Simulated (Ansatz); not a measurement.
# Ti under changes of volume

One of the cells (17.636 Å³/atom); the others are scaled copies at fixed shape and fractional positions:

```xyz
2
Lattice="2.9500 0.0000 0.0000 -1.4750 2.5548 0.0000 0.0000 0.0000 4.6800" Properties=species:S:1:pos:R:3 pbc="T T T"
Ti    1.4750    0.8516    3.5100
Ti    0.0000    1.7032    1.1700
```

```yaml
Program: Ansatz 0.2.0
Functional: PBEsol
Potentials_or_basis: Ansatz PAW
Cutoff: "420 eV (not typed: the program's choice for these potentials)"
k_mesh: 10 × 10 × 6
Occupations: fermi-dirac, width 0.05 eV
Spin: no spin polarisation
```

```csv
volume (Å³/atom),energy over the lowest point (meV/atom),pressure (GPa)
16.577,0.00,1.1
16.930,0.46,-1.4
17.283,6.10,-3.7
17.636,16.46,-5.7
17.988,31.14,-7.6
18.341,?,?
18.694,71.95,-10.8
```

Problem. What does the run at 18.341 Å³/atom give?

Solution. Energy over the lowest point 49.75 meV/atom; pressure -9.3 GPa.

Worked out: A Birch-Murnaghan fit of order 3 (a polynomial in V^(-2/3)) to the other rows has its minimum at 16.72 Å³/atom with B0 = V·E''(V) = 118 GPa and B' = 3.4 at fixed shape and positions, which overstates the stiffness. It gives 49.75 meV/atom at 18.341 Å³/atom, against the run's 49.75, and -dE/dV = -9.3 GPa, against -9.3.

Energies are extrapolated to zero smearing.

Caveats: the PAW data sets come from PBE, with cores solved anew for the run's functional, which leaves a small shift of forces and pressure.
